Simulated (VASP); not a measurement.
Data:

```yaml
crystal:
  lattice:
    - [0.00000, 3.07000, 3.07000]
    - [3.07000, 0.00000, 3.07000]
    - [3.07000, 3.07000, 0.00000]
  atoms:
    - { symbol: Al, position: [0.00000, 0.00000, 0.00000] }
    - { symbol: Sb, position: [0.25000, 0.25000, 0.25000] }
```

Calculation: G0W0 on PBE orbitals, VASP's PBE PAW potentials (set 64) (plane waves; VASP 6.6.1). Run with PREC = Normal, 350 eV cut-off, 4×4×4 Γ-centred mesh, Gaussian smearing of 0.010 eV, potentials Al_GW Sb_d_GW.

The mesh is coarse and the basis finite, so the quasiparticle values are not converged.

NBANDS = 320, ENCUTGW = 300 eV, NOMEGA = 64. The PBE levels (eV) that the step starts from are:

```
state                           KS energy  filling
------------------------------  ---------  -------
k1 (0.00, 0.00, 0.00), band 6       -7.27        2
k1 (0.00, 0.00, 0.00), band 7        3.45        2
k1 (0.00, 0.00, 0.00), band 8        3.45        2
k1 (0.00, 0.00, 0.00), band 9        3.45        2
k1 (0.00, 0.00, 0.00), band 10       5.04        0
k1 (0.00, 0.00, 0.00), band 11       6.55        0
k1 (0.00, 0.00, 0.00), band 12       6.55        0
k1 (0.00, 0.00, 0.00), band 13       6.55        0
k2 (0.25, 0.00, 0.00), band 6       -6.73        2
k2 (0.25, 0.00, 0.00), band 7        0.13        2
k2 (0.25, 0.00, 0.00), band 8        2.91        2
k2 (0.25, 0.00, 0.00), band 9        2.91        2
k2 (0.25, 0.00, 0.00), band 10       5.22        0
k2 (0.25, 0.00, 0.00), band 11       7.24        0
k2 (0.25, 0.00, 0.00), band 12       7.24        0
k2 (0.25, 0.00, 0.00), band 13       9.07        0
```

Q: Give the quasiparticle energies and renormalisation factors Z.

A: 
| state | QP energy (eV) | Z |
|---|---|---|
| k1 (0.00, 0.00, 0.00), band 6 | -7.92 | 0.66 |
| k1 (0.00, 0.00, 0.00), band 7 | 2.78 | 0.76 |
| k1 (0.00, 0.00, 0.00), band 8 | 2.78 | 0.76 |
| k1 (0.00, 0.00, 0.00), band 9 | 2.78 | 0.76 |
| k1 (0.00, 0.00, 0.00), band 10 | 5.20 | 0.76 |
| k1 (0.00, 0.00, 0.00), band 11 | 6.59 | 0.75 |
| k1 (0.00, 0.00, 0.00), band 12 | 6.59 | 0.75 |
| k1 (0.00, 0.00, 0.00), band 13 | 6.59 | 0.75 |
| k2 (0.25, 0.00, 0.00), band 6 | -7.38 | 0.68 |
| k2 (0.25, 0.00, 0.00), band 7 | -0.53 | 0.73 |
| k2 (0.25, 0.00, 0.00), band 8 | 2.23 | 0.76 |
| k2 (0.25, 0.00, 0.00), band 9 | 2.23 | 0.76 |
| k2 (0.25, 0.00, 0.00), band 10 | 5.27 | 0.76 |
| k2 (0.25, 0.00, 0.00), band 11 | 7.27 | 0.75 |
| k2 (0.25, 0.00, 0.00), band 12 | 7.27 | 0.75 |
| k2 (0.25, 0.00, 0.00), band 13 | 9.08 | 0.74 |
On the mesh the gap opens from 1.21 to 1.76 eV.

The compound is AlSb in the zinc blende structure. The cell was not relaxed at this level. The k-mesh is coarse (spacing up to 0.44 per Å, 2π included), so the numbers may not be converged in it.
